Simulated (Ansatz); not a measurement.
# Al₃GaN₄: strain energy, fitted

Al₃GaN₄, P-43m, a = 4.407 Å. The structure is a Materials Project entry; whether it is the stable form wasn't checked. Ansatz: PBEsol, PAW, 420 eV, Γ-centred 6×6×6 mesh on 8 atoms, Gaussian smearing 0.02 eV; no spin polarisation. Series: equal strain along all axes, cell held, atoms relaxed; x is the strain in per cent. y is the free energy over the unstrained cell, V0 = 10.699 Å³/atom.

| x (%) | y (meV/atom) |
| --- | --- |
| -3.0 | 58.68 |
| -1.5 | ? |
| 0.0 | 0.00 |
| 1.5 | 12.65 |
| 3.0 | 48.66 |

Q: Fit y = c2 x² + c3 x³ to the other rows, turn c2 into a modulus, and predict the missing energy.

A: Least squares on the rows shown. y = 5.9614 x² − 0.18587 x³. In eV per unit strain² c2 is 59.61; the stiffness is B for this strain (E = 9/2 B V0 ε², shape held): 2 × 59.61 × 160.2 / (9 × 10.699) = 198 GPa. At x = -1.5 the fit asked for gives 14.04 meV/atom. The run gave 14.02 meV/atom, so the fit is 0.02 meV/atom too high, within the rms miss on the fitted rows (0.08 meV/atom).

Cost: 5 runs of about 0.89 core-minutes in all, on Arm Neoverse V1 (shared hosts).